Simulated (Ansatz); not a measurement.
Predict the output of the script below (Ansatz's Python interface).

`run_dfpt.py`
```python
from pathlib import Path
import warnings

import ansatz as az
from ase import Atoms
import numpy as np


def main() -> None:
    warnings.simplefilter("ignore", az.DeckWarning)

    atoms = Atoms(
        ["C", "C", "C", "C"],
        scaled_positions=[
            (1 / 3, 2 / 3, 0.0625),
            (2 / 3, 1 / 3, 0.5625),
            (1 / 3, 2 / 3, 0.4375),
            (2 / 3, 1 / 3, 0.9375),
        ],
        cell=[
            (2.5221, 0.0, 0.0),
            (-1.26105, 2.18420267, 0.0),
            (0.0, 0.0, 4.1186),
        ],
        pbc=True,
    )
    system = az.Crystal.from_ase(atoms)

    model = (
        system.calculation()
        .functional("PBEsol")
        .scf(tolerance=1e-10)
        .basis(21 * az.Ha)
        .occupations(az.OccupationsMethod.COLD, width=0.1)
        .pseudopotentials("paw")
        .kpoints(14, 14, 8)
        .phonons("dfpt", points=[(0, 0, 0), (0, 0, 0.5), (0.5, 0.5, 0)])
    )
    result = model.run(threads=1, pin="off", runs_dir="runs")
    ph = result.phonons

    for q in ph.qpoints:
        print("q =", np.round(q.q_frac, 3), "1/cm:", " ".join(f"{w:.1f}" for w in q.omega_inv_cm))


if __name__ == "__main__":
    main()
```

```console
$ python run_dfpt.py
RunWarning: eigensolver did not converge (k=15): 1 band(s) unlocked after 20 sweeps at ethr=1.00e-12 eV (lowest unlocked band 11, counted from 0; max residual 1.41e-5 eV among the unlocked bands, [...]
q = [0. 0. 0.] 1/cm: -0.0 -0.0 0.0 518.4 518.4 1103.8 1173.7 1173.7 1237.2 1282.8 1282.8 1301.7
q = [0.  0.  0.5] 1/cm: 387.3 387.3 387.3 387.3 734.4 734.4 1225.2 1225.2 1225.2 1225.2 1305.0 1305.0
q = [0.5 0.5 0. ] 1/cm: 537.3 679.5 752.1 958.5 963.9 1004.8 1046.1 1133.8 1135.3 1182.3 1208.1 1244.9
```
(Warnings from the package without file and line, shortened.)

The cell isn't relaxed first, so the values belong to this volume. The structure is taken as given; imaginary modes can come from an unrelaxed or unstable start. Phonons of metals also depend on mesh and smearing. The script silences the warnings on its input, which a real study should read. Wall time of the script: 110 s on 1 thread of Arm Neoverse V1 (shared host), peak memory 1.1 GiB.
